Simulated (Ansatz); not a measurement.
Au in Ansatz: the effect of functional

The system is Au.

```
Au
1.0
    -1.62344    1.62344    1.62344
     1.62344   -1.62344    1.62344
     1.62344    1.62344   -1.62344
Au
1
Cartesian
  0.0000 0.0000 0.0000
```

This isn't the form of Au at room conditions, which is fcc.

The cell isn't the ideal one: volume scaled by 0.94.

Alike in all runs:

* Program: Ansatz 0.2.0
* Task: single point
* Potentials or basis: Ansatz PAW
* k mesh: 11 × 11 × 11
* Occupations: fermi-dirac, width 0.05 eV
* Spin: no spin polarisation

| functional | cutoff | pressure (GPa) |
| --- | --- | --- |
| LDA | 420 eV (not typed: the program's choice for these potentials) | -4.9 |
| PBEsol | 420 eV (not typed: the program's choice for these potentials) | -0.3 |
| r2SCAN | 500 eV (not typed: the program's choice for these potentials) | ? |

Q: What does the run with functional r2SCAN give?

A: Pressure 5.1 GPa.

Caveats: the PAW data sets come from PBE, with cores solved anew for the run's functional, which leaves a small shift of forces and pressure.
